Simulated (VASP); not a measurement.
# CoSi (Pnma) in VASP: density of states with PBE

Aim: the density of states of CoSi with PBE.

Everything below comes from runs of VASP 6.6.1. Logs are shortened: lines on timing, memory, paths and dates and some standing lists are left out, and cuts for length are marked.

### Step 1. The structure

Symmetry: Pnma, No. 62, orthorhombic system. The conventional cell has a = 5.324 Å, b = 2.913 Å, c = 6.008 Å, α = 90.00°, β = 90.00°, γ = 90.00°. Around Co (site symmetry m) lie 6 Si at 2.28 to 2.38 Å. Around Si (site symmetry m) lie 6 Co at 2.28 to 2.38 Å and 2 Si at 2.58 Å.

The cell was built by a generator and needn't be a form met in nature.

### Step 2. Density of states, PBE, collinear spin, ferromagnetic start

Input file POSCAR:

```
CoSi
1.0
    5.3240900000      0.0000000000      0.0000000000
    0.0000000000      2.9131200000      0.0000000000
    0.0000000000      0.0000000000      6.0078700000
Co Si
4 4
Direct
    0.9961550000      0.7500000000      0.8017680000
    0.5038450000      0.2500000000      0.3017680000
    0.0038450000      0.2500000000      0.1982320000
    0.4961550000      0.7500000000      0.6982320000
    0.3115100000      0.7500000000      0.0587110000
    0.1884900000      0.2500000000      0.5587110000
    0.6884900000      0.2500000000      0.9412890000
    0.8115100000      0.7500000000      0.4412890000
```

Input file INCAR.step1:

```
PREC     = Accurate       # precision mode
ENCUT    = 520            # plane-wave cutoff, eV
EDIFF    = 1E-6           # SCF threshold, eV
ISMEAR   = 0              # smearing method
SIGMA    = 0.1            # smearing width, eV
LREAL    = False          # projectors in reciprocal space
LASPH    = True           # aspherical terms in the spheres
NELM     = 120            # most SCF steps
ALGO     = Normal         # electronic algorithm
ISIF     = 2              # what is computed and relaxed
LWAVE    = False          # write WAVECAR
LCHARG   = True           # write CHGCAR
ISPIN    = 2              # spin polarisation
MAGMOM   = 0.22 0.22 0.22 0.22 -0.01 -0.01 -0.01 -0.01 # initial moments
LMAXMIX  = 4              # l up to which the mixer works
GGA      = PE             # functional
KPAR     = 8
```

Input file KPOINTS.step1:

```
Automatic mesh
0
Gamma
  6 10 6
```

Input file INCAR.step2:

```
PREC     = Accurate       # precision mode
ENCUT    = 520            # plane-wave cutoff, eV
EDIFF    = 1E-6           # SCF threshold, eV
ISMEAR   = -5             # smearing method
SIGMA    = 0.1            # smearing width, eV
LREAL    = False          # projectors in reciprocal space
LASPH    = True           # aspherical terms in the spheres
NELM     = 120            # most SCF steps
ALGO     = Normal         # electronic algorithm
ISIF     = 2              # what is computed and relaxed
LWAVE    = False          # write WAVECAR
LCHARG   = False          # write CHGCAR
ISPIN    = 2              # spin polarisation
MAGMOM   = 0.22 0.22 0.22 0.22 -0.01 -0.01 -0.01 -0.01 # initial moments
LORBIT   = 10             # projections on sites
LMAXMIX  = 4              # l up to which the mixer works
GGA      = PE             # functional
KPAR     = 8            
NEDOS    = 2001           # points of the DOS
ICHARG   = 11             # starting density
```

Input file KPOINTS.step2:

```
Automatic mesh
0
Gamma
  9 15 9
```

Potentials or basis: VASP PAW PBE potentials, release 64 (Co, Si).

On the command line:

```sh
cat potpaw_PBE.64/Co/POTCAR potpaw_PBE.64/Si/POTCAR > POTCAR
cp INCAR.step1 INCAR
cp KPOINTS.step1 KPOINTS
mpirun -np 8 vasp_std > vasp.out
cp INCAR.step2 INCAR
cp KPOINTS.step2 KPOINTS
mpirun -np 8 vasp_std > vasp.out
```

OUTCAR:

```text
PREC = Accurate
   ENCUT = 520
   EDIFF = 1E-6
   ISMEAR = -5
   LREAL = False
   LASPH = True
   NELM = 120
   ISIF = 2
   ISPIN = 2
   LORBIT = 10
   GGA = PE
   ICHARG = 11

 ion  position               nearest neighbor table
   1  0.996  0.750  0.802-   5 2.28   6 2.30   6 2.30   7 2.35   7 2.35   8 2.38   4 2.73   4 2.73
                             3 2.79   3 2.79
   2  0.504  0.250  0.302-   6 2.28   5 2.30   5 2.30   8 2.35   8 2.35   7 2.38   3 2.73   3 2.73
                             4 2.79   4 2.79
   3  0.004  0.250  0.198-   7 2.28   8 2.30   8 2.30   5 2.35   5 2.35   6 2.38   2 2.73   2 2.73
                             1 2.79   1 2.79
   4  0.496  0.750  0.698-   8 2.28   7 2.30   7 2.30   6 2.35   6 2.35   5 2.38   1 2.73   1 2.73
                             2 2.79   2 2.79
   5  0.312  0.750  0.059-   1 2.28   2 2.30   2 2.30   3 2.35   3 2.35   4 2.38   7 2.58   7 2.58

   6  0.188  0.250  0.559-   2 2.28   1 2.30   1 2.30   4 2.35   4 2.35   3 2.38   8 2.58   8 2.58

   7  0.688  0.250  0.941-   3 2.28   4 2.30   4 2.30   1 2.35   1 2.35   2 2.38   5 2.58   5 2.58

   8  0.812  0.750  0.441-   4 2.28   3 2.30   3 2.30   2 2.35   2 2.35   1 2.38   6 2.58   6 2.58

  LATTYP: Found a simple orthorhombic cell.
 ALAT       =     2.9131200000
 B/A-ratio  =     1.8276246773
 C/A-ratio  =     2.0623489592

  Lattice vectors:

 A1 = (   0.0000000000,  -2.9131200000,   0.0000000000)
 A2 = (   5.3240900000,   0.0000000000,   0.0000000000)
 A3 = (   0.0000000000,   0.0000000000,   6.0078700000)

Analysis of symmetry for initial positions (statically):
=====================================================================
 Subroutine PRICEL returns:
 Original cell was already a primitive cell.

 Routine SETGRP: Setting up the symmetry group for a
 simple orthorhombic supercell.

 Subroutine GETGRP returns: Found  8 space group operations
 (whereof  2 operations were pure point group operations)
 out of a pool of  8 trial point group operations.

The static configuration has the point symmetry S_2 .
 The point group associated with its full space group is D_2h.

Analysis of symmetry for dynamics (positions and initial velocities):
=====================================================================
 Subroutine PRICEL returns:
 Original cell was already a primitive cell.

 Routine SETGRP: Setting up the symmetry group for a
 simple orthorhombic supercell.

 Subroutine GETGRP returns: Found  8 space group operations
 (whereof  2 operations were pure point group operations)
 out of a pool of  8 trial point group operations.

The dynamic configuration has the point symmetry S_2 .
 The point group associated with its full space group is D_2h.

Analysis of structural, dynamic, and magnetic symmetry:
=====================================================================
 Subroutine PRICEL returns:
 Original cell was already a primitive cell.

 Routine SETGRP: Setting up the symmetry group for a
 simple orthorhombic supercell.

 Subroutine GETGRP returns: Found  8 space group operations
 (whereof  2 operations were pure point group operations)
 out of a pool of  8 trial point group operations.

The overall configuration has the point symmetry S_2 .
 The point group associated with its full space group is D_2h.

 Subroutine INISYM returns: Found  8 space group operations
 (whereof  2 operations are pure point group operations),
 and found     1 'primitive' translations

----------------------------------------------------------------------------------------

                                     Primitive cell

  volume of cell :      93.1803

  direct lattice vectors                    reciprocal lattice vectors
     5.324090000  0.000000000  0.000000000     0.187825525  0.000000000  0.000000000
     0.000000000  2.913120000  0.000000000     0.000000000  0.343274565  0.000000000
     0.000000000  0.000000000  6.007870000     0.000000000  0.000000000  0.166448342

  length of vectors
     5.324090000  2.913120000  6.007870000     0.187825525  0.343274565  0.166448342

  position of ions in fractional coordinates (direct lattice)
     0.996155000  0.750000000  0.801768000
     0.503845000  0.250000000  0.301768000
     0.003845000  0.250000000  0.198232000
     0.496155000  0.750000000  0.698232000
     0.311510000  0.750000000  0.058711000
     0.188490000  0.250000000  0.558711000
     0.688490000  0.250000000  0.941289000
     0.811510000  0.750000000  0.441289000

  ion indices of the primitive-cell ions
   primitive index   ion index
                 1           1
                 2           2
                 3           3
[... 62 lines left out ...]
   number of dos      NEDOS =   2001   number of ions     NIONS =      8
   total plane-waves  NPLWV =  46080
   dimension x,y,z NGX =    40 NGY =   24 NGZ =   48
   dimension x,y,z NGXF=    80 NGYF=   48 NGZF=   96
   ions per type =               4   4
   NGX,Y,Z   is equivalent  to a cutoff of  12.49, 13.70, 13.28 a.u.
   NGXF,Y,Z  is equivalent  to a cutoff of  24.98, 27.39, 26.56 a.u.
 SYSTEM =  unknown system
   PREC   = accura    normal or accurate (medium, high low for compatibility)
   ISTART =      0    job   : 0-new  1-cont  2-samecut
   ICHARG =     11    charge: 1-file 2-atom 10-const
   ISPIN  =      2    spin polarized calculation?
   LNONCOLLINEAR =      F non collinear calculations
   LSORBIT =      F    spin-orbit coupling
   LASPH  =      T    aspherical Exc in radial PAW
   ENCUT  =  520.0 eV  38.22 Ry    6.18 a.u.   9.90  5.42 11.17*2*pi/ulx,y,z
   NELM   =    120;   NELMIN=  2; NELMDL=  0     # of ELM steps
   EDIFF  = 0.1E-05   stopping-criterion for ELM
   LREAL  =      F    real-space projection
   EDIFFG = 0.1E-04   stopping-criterion for IOM
   NSW    =      0    number of steps for IOM
   IBRION =     -1    ionic relax: 0-MD 1-quasi-New 2-CG
   NFREE  =      0    steps in history (QN), initial steepest desc. (CG)
   ISIF   =      2    stress and relaxation
   ISYM   =      2    0-nonsym 1-usesym 2-fastsym
   POTIM  = 0.5000    time-step for ionic-motion
   TEBEG  =    0.0;   TEEND  =   0.0 temperature during run
   PSTRESS=    0.0 pullay stress
   NELECT =      52.0000    total number of electrons
   NUPDOWN=      -1.0000    fix difference up-down
   EMIN   =  10.00;   EMAX   =-10.00  energy-range for DOS
   EFERMI =   0.00;   METHOD = LEGACY
   ISMEAR =    -5;   SIGMA  =   0.10  broadening in eV -4-tet -1-fermi 0-gaus
   EFERMI_NEDOS =   21; number of points for ismear=-14 and -15
   IALGO  =     38    algorithm
   IMIX   =      4    mixing-type and parameters
     AMIX     =   0.40;   BMIX     =  1.00
     AMIX_MAG =   1.60;   BMIX_MAG =  1.00
  volume/ion in A,a.u.               =      11.65        78.60
  Fermi-wavevector in a.u.,A,eV,Ry     =   1.347828  2.547026 24.716897  1.816641
  Thomas-Fermi vector in A             =   2.475547
   LORBIT       =     10    0 simple, 1 ext, 2 COOP (PROOUT), +10 PAW based schemes
   GGA     = PE    functional components
   LHFCALC =     F    Hartree Fock is set to
   AEXX    =    0.0000 exact exchange contribution
   IVDW    =     0    specifies the selected vdW correction
   LEPSILON=     F    determine dielectric tensor
   LRPA    =     F    only Hartree local field effects (RPA)
 spin polarized calculation
 Fermi weights with tetrahedron method with Bloechl corrections
  energy-cutoff  :      520.00
  volume of cell :       93.18
 maximum number of plane-waves:      2539
 NGX is ok and might be reduce to    40

 number of electron      52.0000005 magnetization       0.8052105

 Free energy of the ion-electron system (eV)
  ---------------------------------------------------
  ext. energy  EPLUGINS =         0.00000000
  ---------------------------------------------------
  free energy    TOTEN  =       -54.06503303 eV

  energy without entropy =      -54.06503303  energy(sigma->0) =      -54.06503303

 E-fermi :  10.7243     XC(G=0): -12.4668

 val. band max:       10.7494807049   @ k =   0.0000   0.4000   0.0000
 cond. band min:      10.7247956302   @ k =   0.1111   0.3333   0.1111
 fundamental gap:     -0.0246850747
 Fermi energy:        10.7242896615

 spin component 1

 k-point     1 :       0.0000    0.0000    0.0000
  band No.  band energies     occupation
      1      -2.0733      1.00000
      2       0.4296      1.00000
      3       2.5444      1.00000
      4       2.7635      1.00000
      5       4.3607      1.00000
      6       4.5343      1.00000
[... 805 lines left out ...]
     30      13.5202      0.00000
     31      13.6939      0.00000

 [... further k-points ...]

 spin component 2

 k-point     1 :       0.0000    0.0000    0.0000
  band No.  band energies     occupation
      1      -2.0841      1.00000
      2       0.4209      1.00000
      3       2.5475      1.00000
      4       2.7426      1.00000
      5       4.3772      1.00000
      6       4.5527      1.00000
[... 805 lines left out ...]
     30      13.6143      0.00000
     31      13.7755      0.00000

 [... further k-points ...]

------------------------ aborting loop because EDIFF is reached ----------------------------------------

  FORCE on cell =-STRESS in cart. coord.  units (eV):
  Direction    XX          YY          ZZ          XY          YZ          ZX
  --------------------------------------------------------------------------------------
  -------------------------------------------------------------------------------------
  Total       -0.1822245     -0.1371932     -0.1197547     -0.0000000      0.0000000      0.0000000
  in kB       -3.1332357     -2.3589502     -2.0591064     -0.0000000      0.0000000      0.0000000
  external PRESSURE =      -2.5170974 kB  Pullay stress =       0.0000000 kB

 VOLUME and BASIS-vectors are now :
 -----------------------------------------------------------------------------
  energy-cutoff  :      520.00
  volume of cell :       93.18
      direct lattice vectors                 reciprocal lattice vectors
     5.324090000  0.000000000  0.000000000     0.187825525  0.000000000  0.000000000
     0.000000000  2.913120000  0.000000000     0.000000000  0.343274565  0.000000000
     0.000000000  0.000000000  6.007870000     0.000000000  0.000000000  0.166448342

 POSITION                                       TOTAL-FORCE (eV/Angst)
 -----------------------------------------------------------------------------------
      5.30362      2.18484      4.81692        -0.000069      0.000000     -0.004825
      2.68252      0.72828      1.81298         0.000069     -0.000000     -0.004825
      0.02047      0.72828      1.19095         0.000069     -0.000000      0.004825
      2.64157      2.18484      4.19489        -0.000069      0.000000      0.004825
      1.65851      2.18484      0.35273        -0.001104      0.000000      0.002122
      1.00354      0.72828      3.35666         0.001104     -0.000000      0.002122
      3.66558      0.72828      5.65514         0.001104     -0.000000     -0.002122
      4.32055      2.18484      2.65121        -0.001104      0.000000     -0.002122
 -----------------------------------------------------------------------------------
    total drift:                               -0.000000     -0.000000     -0.000000

  FREE ENERGIE OF THE ION-ELECTRON SYSTEM (eV)
  ---------------------------------------------------
  free  energy   TOTEN  =       -54.0650330291 eV

  energy  without entropy=      -54.0650330291  energy(sigma->0) =      -54.06503303

 total charge

# of ion       s       p       d       tot
------------------------------------------
    1        0.450   0.606   7.502   8.559
    2        0.450   0.606   7.502   8.559
    3        0.450   0.606   7.502   8.559
    4        0.450   0.606   7.502   8.559
    5        0.757   0.889   0.000   1.646
    6        0.757   0.889   0.000   1.646
    7        0.757   0.889   0.000   1.646
    8        0.757   0.889   0.000   1.646
--------------------------------------------------
tot          4.829   5.983  30.008  40.821

 magnetization (x)

# of ion       s       p       d       tot
------------------------------------------
    1        0.003  -0.002   0.221   0.222
    2        0.003  -0.002   0.221   0.222
    3        0.003  -0.002   0.221   0.222
    4        0.003  -0.002   0.221   0.222
    5       -0.001  -0.006   0.000  -0.007
    6       -0.001  -0.006   0.000  -0.007
    7       -0.001  -0.006   0.000  -0.007
    8       -0.001  -0.006   0.000  -0.007
--------------------------------------------------
tot          0.007  -0.032   0.885   0.860
```

Wall time 2.7 min (8 MPI ranks of Intel Xeon 6975P-C (Granite Rapids), shared host); peak memory 0.81 GiB.

What came out:

```yaml
Net_moment: 0.81 μB per cell
Site_moments: Co +0.22; Si -0.01 μB
Valence_electrons_inside_the_program's_atomic_spheres: Co 8.56; Si 1.65
```

Levels at points of the mesh, in eV from the Fermi level:
Spin up:
```tsv
k point	band 22	band 23	band 24	band 25	band 26	band 27	band 28	band 29	band 30	band 31
(0.00, 0.00, 0.00)	-1.15	-0.88	-0.76	-0.73	-0.57	-0.18	1.18	1.85	2.78	5.16
```
Spin down:
```
           k point  band 22  band 23  band 24  band 25  band 26  band 27  band 28  band 29  band 30  band 31
(0.00, 0.00, 0.00)    -1.02    -0.73    -0.62    -0.61    -0.41     0.06     1.40     1.98     2.78     5.24
```

States per cell in windows of 1 eV (zero at the Fermi level; states under -8 eV left out):
| from (eV) | up | down | Co1_d_up | Co2_d_up | Co3_d_up | Co4_d_up | Co1_d_down | Co2_d_down |
| --- | --- | --- | --- | --- | --- | --- | --- | --- |
| -8.0 | 1.13 | 1.09 | 0.04 | 0.04 | 0.04 | 0.04 | 0.03 | 0.03 |
| -7.0 | 0.47 | 0.46 | 0.02 | 0.02 | 0.02 | 0.02 | 0.02 | 0.02 |
| -6.0 | 1.43 | 1.39 | 0.08 | 0.08 | 0.08 | 0.08 | 0.07 | 0.07 |
| -5.0 | 1.73 | 1.70 | 0.15 | 0.15 | 0.15 | 0.15 | 0.14 | 0.14 |
| -4.0 | 3.27 | 2.56 | 0.46 | 0.46 | 0.46 | 0.46 | 0.31 | 0.31 |
| -3.0 | 6.17 | 6.13 | 1.10 | 1.10 | 1.10 | 1.10 | 1.05 | 1.05 |
| -2.0 | 6.22 | 5.88 | 1.28 | 1.28 | 1.28 | 1.28 | 1.18 | 1.18 |
| -1.0 | 3.45 | 3.80 | 0.73 | 0.73 | 0.73 | 0.73 | 0.83 | 0.83 |
| 0.0 | 1.29 | 1.86 | 0.23 | 0.23 | 0.23 | 0.23 | 0.37 | 0.37 |
| 1.0 | 1.40 | 1.50 | 0.19 | 0.19 | 0.19 | 0.19 | 0.22 | 0.22 |
| 2.0 | 1.18 | 1.21 | 0.13 | 0.13 | 0.13 | 0.13 | 0.14 | 0.14 |
| 3.0 | 0.61 | 0.70 | 0.05 | 0.05 | 0.05 | 0.05 | 0.06 | 0.06 |
| 4.0 | 0.08 | 0.10 | 0.00 | 0.00 | 0.00 | 0.00 | 0.01 | 0.01 |
| 5.0 | 0.00 | 0.00 | 0.00 | 0.00 | 0.00 | 0.00 | 0.00 | 0.00 |

Caveat: tetrahedron occupations give inexact forces and stress in metals.
